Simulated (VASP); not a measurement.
AlN:

```
CELL_PARAMETERS angstrom
0.00000 2.03452 2.03452
2.03452 0.00000 2.03452
2.03452 2.03452 0.00000
ATOMIC_POSITIONS crystal
Al 0.50000 0.50000 0.50000
N 0.00000 0.00000 0.00000
```

Measurements of this composition are mostly on another form, of space group No. 186.

- Program: VASP 6.6.1
- Task: relaxation of cell and atoms
- Functional: PBEsol
- Potentials or basis: VASP PAW PBE potentials, release 64 (Al, N_s)
- Cutoff: 480 eV
- k mesh: 10 × 10 × 10
- Occupations: gaussian, width 0.02 eV
- Spin: no spin polarisation

At the start: pressure -4.6 GPa; volume 8.42 Å³/atom.

Problem. Where does the relaxation end?

Solution. Over 3 steps the energy falls by 2.2 meV/atom and the volume is 8.27 Å³/atom (-1.8 %); space group Fm-3m (No. 225, to 0.05 Å).

Step by step:
```tsv
step	energy change (eV)	largest force (eV/Å)	pressure (GPa)	volume (Å³)
1	0.0000	0.0000	-4.61	16.84
2	-0.0004	0.0000	4.69	16.26
3	-0.0044	0.0000	-0.01	16.54
```

Final structure:
```xyz
2
Lattice="0.0000 2.0223 2.0223 2.0223 0.0000 2.0223 2.0223 2.0223 0.0000" Properties=species:S:1:pos:R:3 pbc="T T T"
Al    2.0223    2.0223    2.0223
N     0.0000    0.0000    0.0000
```

Caveat: the PAW data sets were made with another functional, which shifts forces and pressure a little.
